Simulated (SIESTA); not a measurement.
Runs of SIESTA 5.4.2 on Cu. It takes space group Fm-3m (No. 225, cubic). The conventional cell has a = 3.615 Å, b = 3.615 Å, c = 3.615 Å, α = 90.00°, β = 90.00°, γ = 90.00°. Around Cu (site symmetry m-3m) lie 12 Cu at 2.56 Å. 

```tsv
task	level	potentials or basis	cell	optimiser	force tolerance	energy shift	gap on the mesh (eV)	pressure (GPa)	V0 of scaled cells (Å³/atom)	B0 (GPa)
equation of state	PBE	PseudoDojo 0.4 standard (PBE files), DZDP (energy shift 0.005 Ry)	as given	-	-	0.005 Ry	-	-	11.66	181
band structure	LDA	PseudoDojo 0.4 standard (LDA files), DZP (energy shift 0.003 Ry; two zetas on semicore shells)	as given	-	-	0.003 Ry	none	(c)	-	-
band structure	PBE-libxc	PseudoDojo 0.4 standard (PBE files), DZP (energy shift 0.002 Ry)	as given	-	-	0.002 Ry	none	0.8	-	-
equation of state	revPBE	PseudoDojo 0.4 standard (PBE files), DZP (energy shift 0.002 Ry)	as given	-	-	0.002 Ry	-	-	12.25	(b)
band structure	PBE	PseudoDojo 0.4 standard (PBE files), DZP (energy shift 0.002 Ry)	as given	-	-	0.002 Ry	none	0.8	-	-
band structure	vdW-DF2	PseudoDojo 0.4 standard (PBE files), DZP (energy shift 0.002 Ry)	as given	-	-	0.002 Ry	none	13.3	-	-
relaxation of cell and atoms	PBE	PseudoDojo 0.4 standard (PBE files), TZDP (energy shift 0.002 Ry)	relaxed	CG	0.02 eV/Å	0.002 Ry	none	0.0	-	-
equation of state	PBEsol	PseudoDojo 0.4 standard (PBEsol files), DZP (energy shift 0.003 Ry; two zetas on semicore shells)	as given	-	-	0.003 Ry	-	-	11.28	(a)
```

Alike in all rows: no spin polarisation; k mesh 13 × 13 × 13; smearing fermi-dirac 0.05 eV; grid cutoff 800 Ry.

Task: Fill in the values left out.

Result: (a) 177; (b) 128; (c) -13.4.

Caveats: the basis of atomic orbitals isn't converged, which shifts pressures, moduli and gaps; semicore shells carry a single zeta, which can move pressures by several GPa and volumes by a few percent (some runs); short orbitals over semicore shells can move pressures by several GPa (some runs); the potentials were made for another functional, which shifts forces and pressure (some runs); the real-space grid breaks the cell's symmetry a little (some runs).

A k mesh can miss the band edges.

A gap of «none» marks a metal or a gap under the smearing width.

Not every run made on this cell is shown here.
